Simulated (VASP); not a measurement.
# Ga (C2/c) in VASP: notebook

One crystal, Ga, is run at these levels: PBE; tasks: single point.

Program: VASP 6.6.1. These are calculated values, not measurements. Logs are shortened: lines on timing, memory, paths and dates and some standing lists are left out, and cuts for length are marked.

### Step 1. The crystal as given

It takes space group C2/c (No. 15, monoclinic). The conventional cell has a = 2.766 Å, b = 8.053 Å, c = 3.332 Å, α = 90.00°, β = 92.02°, γ = 90.00°. Ga (site symmetry 2) is surrounded by 8 Ga at 2.69 to 2.92 Å.

This isn't the form of Ga at room conditions, which is orthorhombic.

### Step 2. Single point, PBE

INCAR

```
PREC = Accurate
ENCUT = 450
EDIFF = 1E-6
ISMEAR = 0
SIGMA = 0.1
LREAL = False
LASPH = True
NELM = 100
ALGO = Normal
ISIF = 2
LWAVE = False
LCHARG = False
GGA = PE
NBANDS = 20
ADDGRID = False
```

KPOINTS

```
regular mesh
0
Gamma
  11 11 9
```

POSCAR

```
Ga
1.0
    1.3830000000     -4.0265000000      0.0000000000
    1.3830000000      4.0265000000      0.0000000000
   -0.1174474948      0.0000000000      3.3299294416
Ga
2
Direct
    0.1310000000      0.8690000000      0.7500000000
    0.8690000000      0.1310000000      0.2500000000
```

Potentials or basis: VASP PAW PBE potentials, release 64 (Ga_d).

On the command line:

```
> cat potpaw_PBE.64/Ga_d/POTCAR > POTCAR
> mpirun -np 1 vasp_std > vasp.out
```

OUTCAR:

```text
PREC = Accurate
   ENCUT = 450
   EDIFF = 1E-6
   ISMEAR = 0
   LREAL = False
   LASPH = True
   NELM = 100
   ISIF = 2
   GGA = PE

 Found    300 irreducible k-points:

 Following reciprocal coordinates:
            Coordinates               Weight
  0.000000  0.000000  0.000000      1.000000
  0.090909 -0.000000  0.000000      4.000000
  0.181818  0.000000 -0.000000      4.000000
  0.272727 -0.000000  0.000000      4.000000
  0.363636 -0.000000 -0.000000      4.000000
  0.454545 -0.000000  0.000000      4.000000
   k-points           NKPTS =    300   k-points in BZ     NKDIM =    300   number of bands    NBANDS=     20
   number of dos      NEDOS =    301   number of ions     NIONS =      2
   total plane-waves  NPLWV =  21600
   dimension x,y,z NGX =    30 NGY =   30 NGZ =   24
   dimension x,y,z NGXF=    60 NGYF=   60 NGZF=   48
   ions per type =               2
   NGX,Y,Z   is equivalent  to a cutoff of  11.71, 11.71, 11.97 a.u.
   NGXF,Y,Z  is equivalent  to a cutoff of  23.43, 23.43, 23.95 a.u.
 SYSTEM =  unknown system
   PREC   = accura    normal or accurate (medium, high low for compatibility)
   ISTART =      0    job   : 0-new  1-cont  2-samecut
   ICHARG =      2    charge: 1-file 2-atom 10-const
   ISPIN  =      1    spin polarized calculation?
   LNONCOLLINEAR =      F non collinear calculations
   LSORBIT =      F    spin-orbit coupling
   LASPH  =      T    aspherical Exc in radial PAW
   ENCUT  =  450.0 eV  33.07 Ry    5.75 a.u.   7.36  7.36  5.76*2*pi/ulx,y,z
   NELM   =    100;   NELMIN=  2; NELMDL= -5     # of ELM steps
   EDIFF  = 0.1E-05   stopping-criterion for ELM
   LREAL  =      F    real-space projection
   EDIFFG = 0.1E-04   stopping-criterion for IOM
   NSW    =      0    number of steps for IOM
   IBRION =     -1    ionic relax: 0-MD 1-quasi-New 2-CG
   NFREE  =      0    steps in history (QN), initial steepest desc. (CG)
   ISIF   =      2    stress and relaxation
   ISYM   =      2    0-nonsym 1-usesym 2-fastsym
   POTIM  = 0.5000    time-step for ionic-motion
   TEBEG  =    0.0;   TEEND  =   0.0 temperature during run
   PSTRESS=    0.0 pullay stress
   NELECT =      26.0000    total number of electrons
   NUPDOWN=      -1.0000    fix difference up-down
   EMIN   =  10.00;   EMAX   =-10.00  energy-range for DOS
   EFERMI =   0.00;   METHOD = LEGACY
   ISMEAR =     0;   SIGMA  =   0.10  broadening in eV -4-tet -1-fermi 0-gaus
   EFERMI_NEDOS =   21; number of points for ismear=-14 and -15
   IALGO  =     38    algorithm
   IMIX   =      4    mixing-type and parameters
     AMIX     =   0.40;   BMIX     =  1.00
     AMIX_MAG =   1.60;   BMIX_MAG =  1.00
  volume/ion in A,a.u.               =      18.54       125.14
  Fermi-wavevector in a.u.,A,eV,Ry     =   1.454323  2.748273 28.777089  2.115056
  Thomas-Fermi vector in A             =   2.571487
   LORBIT       =      0    0 simple, 1 ext, 2 COOP (PROOUT), +10 PAW based schemes
   GGA     = PE    functional components
   LHFCALC =     F    Hartree Fock is set to
   AEXX    =    0.0000 exact exchange contribution
   IVDW    =     0    specifies the selected vdW correction
   LEPSILON=     F    determine dielectric tensor
   LRPA    =     F    only Hartree local field effects (RPA)
 non-spin polarized calculation
 Gauss-broadening in eV      SIGMA  =   0.10
  energy-cutoff  :      450.00
  volume of cell :       37.09
 maximum number of plane-waves:       825
 NGX is ok and might be reduce to    30
   NGX = 15   NGY = 15   NGZ = 11

 number of electron      25.9999982 magnetization

 Free energy of the ion-electron system (eV)
  ---------------------------------------------------
  ext. energy  EPLUGINS =         0.00000000
  ---------------------------------------------------
  free energy    TOTEN  =        -5.76543917 eV

  energy without entropy =       -5.76188833  energy(sigma->0) =       -5.76366375

 E-fermi :   5.7315     XC(G=0): -11.0572

 val. band max:        5.7218008669   @ k =   0.3636   0.0909   0.4444
 cond. band min:       5.7349949525   @ k =  -0.2727  -0.4545   0.2222
 fundamental gap:      0.0131940857
 Fermi energy:         5.7315274923

 k-point     1 :       0.0000    0.0000    0.0000
  band No.  band energies     occupation
      1      -9.5033      2.00000
      2      -9.4933      2.00000
      3      -9.4560      2.00000
      4      -9.4325      2.00000
      5      -9.1588      2.00000
      6      -9.1576      2.00000
      7      -9.1293      2.00000
      8      -9.1265      2.00000
      9      -9.1140      2.00000
     10      -8.9781      2.00000
     11      -5.5714      2.00000
     12       3.5650      2.00000
     13       4.0334      2.00000
     14       7.2905      0.00000
     15      11.0913      0.00000
     16      15.3559      0.00000
     17      15.8459      0.00000
     18      16.0757      0.00000
     19      16.3807      0.00000
     20      18.7568      0.00000

 k-point     2 :       0.0909   -0.0000    0.0000
  band No.  band energies     occupation
      1      -9.4967      2.00000
      2      -9.4800      2.00000
      3      -9.4382      2.00000
      4      -9.4004      2.00000
      5      -9.1742      2.00000
      6      -9.1724      2.00000
      7      -9.1407      2.00000
      8      -9.1374      2.00000
      9      -9.1161      2.00000
     10      -8.9811      2.00000
     11      -5.3876      2.00000
     12       3.1272      2.00000
     13       4.8021      2.00000
     14       7.4863      0.00000
     15      11.2593      0.00000
     16      12.9728      0.00000
     17      14.0879      0.00000
     18      15.8116      0.00000
     19      16.7252      0.00000
     20      19.5575      0.00000

 k-point     3 :       0.1818    0.0000   -0.0000
  band No.  band energies     occupation
      1      -9.4791      2.00000
      2      -9.4503      2.00000
      3      -9.3897      2.00000
      4      -9.3194      2.00000
      5      -9.2157      2.00000
      6      -9.2105      2.00000
      7      -9.1638      2.00000
      8      -9.1622      2.00000
      9      -9.1240      2.00000
     10      -8.9904      2.00000
     11      -4.8316      2.00000
     12       2.8396      2.00000
     13       6.0535      0.00001
     14       8.0623      0.00000
     15       9.7395      0.00000
     16      11.5295      0.00000
     17      11.8822      0.00000
     18      15.7216      0.00000
     19      16.8963      0.00000
     20      20.4842      0.00000

 k-point     4 :       0.2727   -0.0000    0.0000
  band No.  band energies     occupation
      1      -9.4576      2.00000
      2      -9.4180      2.00000
      3      -9.3378      2.00000
      4      -9.2987      2.00000
      5      -9.2705      2.00000
      6      -9.1898      2.00000
      7      -9.1841      2.00000
      8      -9.1657      2.00000
      9      -9.1353      2.00000
     10      -9.0058      2.00000
     11      -3.8972      2.00000
     12       2.8523      2.00000
     13       6.6374      0.00000
     14       7.5370      0.00000
     15       8.9986      0.00000
     16       9.5755      0.00000
     17      12.7110      0.00000
     18      15.6443      0.00000
     19      17.1208      0.00000
     20      19.9113      0.00000

 k-point     5 :       0.3636   -0.0000   -0.0000
  band No.  band energies     occupation
      1      -9.4402      2.00000
      2      -9.4034      2.00000
      3      -9.3387      2.00000
      4      -9.3227      2.00000
      5      -9.3092      2.00000
      6      -9.2052      2.00000
      7      -9.1633      2.00000
      8      -9.1517      2.00000
      9      -9.0662      2.00000
     10      -9.0240      2.00000
     11      -2.5904      2.00000
     12       2.8784      2.00000
     13       4.3088      2.00000
     14       7.1524      0.00000
     15       9.8148      0.00000
     16      10.2838      0.00000
     17      13.9892      0.00000
     18      15.3129      0.00000
     19      16.9838      0.00000
     20      18.1631      0.00000

 k-point     6 :       0.4545   -0.0000    0.0000
  band No.  band energies     occupation
      1      -9.4304      2.00000
      2      -9.4177      2.00000
      3      -9.3592      2.00000
      4      -9.3274      2.00000
      5      -9.3165      2.00000
      6      -9.2084      2.00000
      7      -9.1683      2.00000
      8      -9.1328      2.00000
      9      -9.0379      2.00000
     10      -9.0027      2.00000
     11      -0.9786      2.00000
     12       1.2798      2.00000
     13       4.1800      2.00000
     14       5.9134      0.01010
     15      11.1732      0.00000
     16      11.8432      0.00000
     17      14.3532      0.00000
     18      15.3758      0.00000
     19      15.7107      0.00000
     20      17.7794      0.00000

 [... further k-points ...]

------------------------ aborting loop because EDIFF is reached ----------------------------------------

  FORCE on cell =-STRESS in cart. coord.  units (eV):
  Direction    XX          YY          ZZ          XY          YZ          ZX
  --------------------------------------------------------------------------------------
  -------------------------------------------------------------------------------------
  Total        0.3024371      0.3771689      0.4846625      0.0000000      0.0000000      0.0895987
  in kB       13.0656428     16.2941424     20.9379950      0.0000000      0.0000000      3.8707721
  external PRESSURE =      16.7659267 kB  Pullay stress =       0.0000000 kB

 VOLUME and BASIS-vectors are now :
 -----------------------------------------------------------------------------
  energy-cutoff  :      450.00
  volume of cell :       37.09
      direct lattice vectors                 reciprocal lattice vectors
     1.383000000 -4.026500000  0.000000000     0.361532899 -0.124177325  0.012751361
     1.383000000  4.026500000  0.000000000     0.361532899  0.124177325  0.012751361
    -0.117447495  0.000000000  3.329929442     0.000000000  0.000000000  0.300306663

 POSITION                                       TOTAL-FORCE (eV/Angst)
 -----------------------------------------------------------------------------------
      1.29491      2.97156      2.49745         0.000000     -0.232239      0.000000
      1.35364     -2.97156      0.83248        -0.000000      0.232239     -0.000000
 -----------------------------------------------------------------------------------
    total drift:                                0.000000      0.000000     -0.000000

  FREE ENERGIE OF THE ION-ELECTRON SYSTEM (eV)
  ---------------------------------------------------
  free  energy   TOTEN  =        -5.7654391730 eV

  energy  without entropy=       -5.7618883322  energy(sigma->0) =       -5.76366375
```

Wall time 2.6 min (1 thread of Intel Xeon Platinum 8259CL at 2.50GHz (Skylake/Cascade Lake), shared host); peak memory 0.26 GiB.

These settings aren't checked as converged: the numbers below hold their error.

Results:

* Free energy: -5.7654 eV
* Pressure: 1.7 GPa
* Largest force: 0.232 eV/Å
* Band gap on the k mesh: none (metal or under the smearing width)

### Step 3. Single point, PBE

INCAR is that of step 2.

KPOINTS is that of step 2.

POSCAR

```
Ga
1.0
    1.3830000000     -4.0265000000      0.0000000000
    1.3830000000      4.0265000000      0.0000000000
   -0.1174474948      0.0000000000      3.3299294416
Ga
2
Direct
    0.0863460000      0.8268100000      0.7848140000
    0.8777350000      0.1376800000      0.2531650000
```

Potentials or basis: VASP PAW PBE potentials, release 64 (Ga_d).

On the command line:

```
> cat potpaw_PBE.64/Ga_d/POTCAR > POTCAR
> mpirun -np 1 vasp_std > vasp.out
```

It took 4.8 min on 1 thread of Intel Xeon Platinum 8259CL at 2.50GHz (Skylake/Cascade Lake), shared host; peak memory 0.36 GiB.

These settings aren't checked as converged: the numbers below hold their error.

Results:

* Free energy: -5.7492 eV
* Pressure: 2.1 GPa
* Largest force: 0.366 eV/Å
* Band gap on the k mesh: none (metal or under the smearing width)

### Step 4. Single point, PBE

INCAR: that of step 3 with these lines changed.

```diff
@@ -4,3 +4,3 @@
 ISMEAR = 0
-SIGMA = 0.1
+SIGMA = 0.05
 LREAL = False
```

KPOINTS is that of step 3.

POSCAR

```
Ga
1.0
    1.3830000000     -4.0265000000      0.0000000000
    1.3830000000      4.0265000000      0.0000000000
   -0.1174474948      0.0000000000      3.3299294416
Ga
2
Direct
    0.1310000000      0.8690000000      0.7500000000
    0.8690000000      0.1310000000      0.2500000000
```

On the command line:

```
> cat potpaw_PBE.64/Ga_d/POTCAR > POTCAR
> mpirun -np 1 vasp_std > vasp.out
```

Wall time 2.8 min (1 thread of Intel Xeon Platinum 8259CL at 2.50GHz (Skylake/Cascade Lake), shared host); peak memory 0.26 GiB.

These settings aren't checked as converged: the numbers below hold their error.

Results:

```
Free energy            : -5.7641 eV
Pressure               : 1.7 GPa
Largest force          : 0.234 eV/Å
Band gap on the k mesh : none (metal or under the smearing width)
```

### Step 5. Single point, PBE

INCAR is that of step 4.

KPOINTS is that of step 4.

POSCAR

```
Ga
1.0
    1.3830000000     -4.0265000000      0.0000000000
    1.3830000000      4.0265000000      0.0000000000
   -0.1174474948      0.0000000000      3.3299294416
Ga
2
Direct
    0.0863460000      0.8268100000      0.7848140000
    0.8777350000      0.1376800000      0.2531650000
```

On the command line:

```
> cat potpaw_PBE.64/Ga_d/POTCAR > POTCAR
> mpirun -np 1 vasp_std > vasp.out
```

It took 5.6 min on 1 thread of Intel Xeon Platinum 8259CL at 2.50GHz (Skylake/Cascade Lake), shared host; peak memory 0.36 GiB.

The run converged, but some of its settings lie outside the range that counts as converged, so its numbers aren't taken as properties of the crystal.

What came out:

```
Free energy            : -5.7479 eV
Pressure               : 2.1 GPa
Largest force          : 0.366 eV/Å
Band gap on the k mesh : none (metal or under the smearing width)
```
